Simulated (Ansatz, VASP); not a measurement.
One calculation of As, two programs

File INCAR:

```
SYSTEM = As
PREC = Accurate
ENCUT = 520
EDIFF = 1E-6
ISMEAR = -1
SIGMA = 0.1
LREAL = .False.
LASPH = .True.
NELM = 80
ALGO = Normal
ISIF = 2
LWAVE = .False.
LCHARG = .True.
GGA = PS
LELF = .True.
LVHAR = .True.
NBANDS = 8
```

File KPOINTS:

```
regular mesh
0
Gamma
  15 15 15
  0 0 0
```

File POSCAR:

```
As
1.0
    0.0000000000      2.1246475046      2.1246475046
    2.1246475046      0.0000000000      2.1246475046
    2.1246475046      2.1246475046      0.0000000000
As
1
Direct
    0.0000000000      0.0000000000      0.0000000000
```

Input for Ansatz:

```yaml
crystal:
  lattice:
    - [0.0, 2.1246475046, 2.1246475046]
    - [2.1246475046, 0.0, 2.1246475046]
    - [2.1246475046, 2.1246475046, 0.0]
  atoms:
    - { symbol: As, position: [0.0, 0.0, 0.0] }
hamiltonian:
  xc: pbesol
  pseudopotentials:
    kind: paw
    azcp:
      As: "pseudopotentials/As.paw.azcp"
basis:
  ecutwfc: 420
  fft_grid_basis: typed
kpoints:
  mp_grid: { grid: [15, 15, 15], shift: [0, 0, 0] }
magnetization:
  spin_polarized: false
scf:
  occupations: { method: fermi_dirac, width: 0.1 }
  lower_state_search: "off"
output:
  stress: true
```

Alike in both runs: task single point; functional PBEsol; k mesh 15 × 15 × 15; occupations fermi-dirac, width 0.1 eV; no spin polarisation.

|  | VASP | Ansatz |
| --- | --- | --- |
| version | VASP 6.6.1 | Ansatz 0.2.0 |
| potentials or method | VASP PAW PBE potentials, release 64 (As) | plane waves (420 eV) with PAW, scalar-relativistic |
| plane-wave cutoff (eV) | 520 | 420 |
| valence electrons in the cell | 5 | 15 |

|  | VASP | Ansatz | Ansatz less VASP |
| --- | --- | --- | --- |
| pressure (GPa) | -3.1 | -3.3 | -0.16 |

With one functional, cell and mesh, what is left measures potentials, basis and numerics. The two sets of potentials don't hold the same shells in valence. Ansatz warned: «pseudo_functional_mismatch».

Caveats: the PAW data sets were made with another functional, which shifts forces and pressure a little (VASP).
